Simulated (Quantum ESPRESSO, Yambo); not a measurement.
Planning a run of Yambo 5.3.0 on GaN (honeycomb monolayer). The input:

```
HF_and_locXC
gw0
dyson
ppa
em1d
rim_cut
rim_w
RandQpts= 3000000
RandGvec= 100 RL
CUTGeo= "slab z"
RandGvecW= 5 RL
EXXRLvcs= 104 Ry
VXCRLvcs= 416 Ry
Chimod= "HARTREE"
% BndsRnXp
 1 | 74 |
%
NGsBlkXp= 6 Ry
% LongDrXp
 1 | 1 | 0 |
%
% GbndRnge
 1 | 74 |
%
DysSolver= "n"
ExtendOut
PPAPntXp= 27.21138 eV
% QPkrange
 7 | 7 | 12 | 15 |
 1 | 1 | 12 | 15 |
%
```

```sh
OMP_NUM_THREADS=2 mpirun -n 4 yambo -F gw15.in -J gw15 -C gw15 > gw15.log
```

The stored states that it reads are on a 6×6×1 mesh. The cell holds 2 atoms: 1 Ga and 1 N. Its edges and angles: a = 3.214 Å, b = 3.214 Å, c = 14.000 Å, α = 90.0°, β = 90.0°, γ = 120.0°. It derives from  ([{'formula': 'GaN', 'spacegroup': 194, 'source': 'prototype of the bulk crystal'}, {'formula': 'GaN', 'spacegroup': 186, 'source': 'prototype of the bulk crystal'}, {'formula': 'GaN', 'spacegroup': 216, 'source': 'prototype of the bulk crystal'}]). Vacuum lies along c.

Question: How long will it take on 4 MPI ranks of Arm Neoverse V1, shared host, and how much memory?

It took 64 s; on shared hardware allow 32 s to 2.1 min. Peak host memory was 2.3 GiB.

The screening grows as filled bands × empty bands × pairs of k points, times the square of the screening basis for the matrix.

[Paths, hosts, dates, memory and timing lines, banners, echoed tables and standing remarks are left out of the program output.]

[Logs are printed without paths, hosts, clocks, repeated set-up lines and the standing remarks that a program may print on its own settings, such as how far it seeks lower states.]

[Runs of the session that timed out or met a known fault of the program may be left out.]

[Hosts, paths, dates, database ids (printed as entryN), source tags and the programs' standing remarks are cut or masked in the printed files.]
